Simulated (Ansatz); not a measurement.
Ge:

```
CELL_PARAMETERS angstrom
0.00000 2.82891 2.82891
2.82891 0.00000 2.82891
2.82891 2.82891 0.00000
ATOMIC_POSITIONS crystal
Ge 0.75000 0.75000 0.75000
Ge 0.50000 0.50000 0.50000
```

Base run:

```yaml
Program: Ansatz 0.2.0
Functional: PBE
Potentials_or_basis: Ansatz PAW
Cutoff: 600 eV
Density_cutoff: 2400 eV
k_mesh: 8 × 8 × 8
Occupations: fermi-dirac, width 0.05 eV
Spin: no spin polarisation
```

Its results: band gap on the k mesh none (metal or under the smearing width); pressure 3.6 GPa.

Q: After a change of settings the same cell gave: band gap on the k mesh 0.35 eV, direct; pressure 0.6 GPa. Which change was it?
A. potentials or basis from Ansatz PAW to Ansatz NC; cutoff from 600 eV to 1061 eV (not typed: the program's choice for these potentials)
B. functional from PBE to r2SCAN; cutoff from 600 eV to 500 eV (not typed: the program's choice for these potentials); spin from no spin polarisation to spin-orbit coupling, no magnetisation; potential files from those of the base run to others of the same set
C. cutoff from 600 eV to 420 eV (not typed: the program's choice for these potentials)

A: B.

Caveats: this crystal is a semiconductor, whose small gap the functional closes, so the metal is an error of the method (some runs); the PAW data sets come from PBE, with cores solved anew for the run's functional, which leaves a small shift of forces and pressure (some runs).
